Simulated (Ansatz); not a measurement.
# Si: a prediction, then the measurements

These are results of DFT PBE, scalar-relativistic, plane waves, PAW in Ansatz, not measurements.

Plane waves to 420 eV, a k mesh through Γ of 8×8×8 on the computed 2-atom cell and Gaussian smearing (0.02 eV); no spin polarisation.

Relaxed structure:

```cif
data_structure
_symmetry_space_group_name_H-M 'Fd-3m:1'
_symmetry_Int_Tables_number 227
_cell_length_a 5.4703
_cell_length_b 5.4703
_cell_length_c 5.4703
_cell_angle_alpha 90.000
_cell_angle_beta 90.000
_cell_angle_gamma 90.000
_cell_volume 163.69
loop_
_atom_site_label
_atom_site_type_symbol
_atom_site_symmetry_multiplicity
_atom_site_Wyckoff_symbol
_atom_site_fract_x
_atom_site_fract_y
_atom_site_fract_z
_atom_site_occupancy
Si1 Si 8 a 0.50000 0.00000 0.50000 1
```

```json
{
  "Space group": "Fd-3m (No. 227)",
  "Volume per atom": "20.46 Å³",
  "Energy over the standard state (uncorrected)": "+0.001 eV/atom",
  "Kohn–Sham band gap": "0.61 eV, indirect from Γ to (0.000, 0.419, 0.419)",
  "Orbital (Löwdin) character of the top 1 eV of the valence band": "Si 3p 96 %",
  "Orbital (Löwdin) character of the lowest 1 eV of the conduction band": "Si 3p 58 %, Si 3s 27 %, unprojected 15 %",
  "Electron masses at the edge by direction of the standard setting (m_e; one valley, along these axes only; no spin-orbit coupling)": "x: 0.96; y: 0.20; z: 0.20",
  "Hole masses at the edge by direction of the standard setting (m_e; one valley, along these axes only; no spin-orbit coupling)": "x: 0.27, 0.27, 0.16; y: 0.27, 0.27, 0.16; z: 0.27, 0.27, 0.16",
  "Bader charge by site (e)": "Si (2 in the cell) 0.00"
}
```

**Against measurements.**

Measured lattice constant a of Si: 5.43086 Å (300 K; a printed reference work (textbook)). This calculation gives 5.470 Å (+0.7 %). The calculation is for 0 K without zero-point motion. A measured band gap of Si is 1.12 eV (indirect; 300 K; a printed reference work (textbook)); the calculated 0.61 eV falls short of it by 0.51 eV. Kohn–Sham gaps of semilocal functionals fall short of measured ones as a rule.

The cell was reached from a generator's guess, though it ends in a space group that the Crystallography Open Database lists for this formula. Löwdin shares on free-atom orbitals overweight diffuse shells in the empty bands.
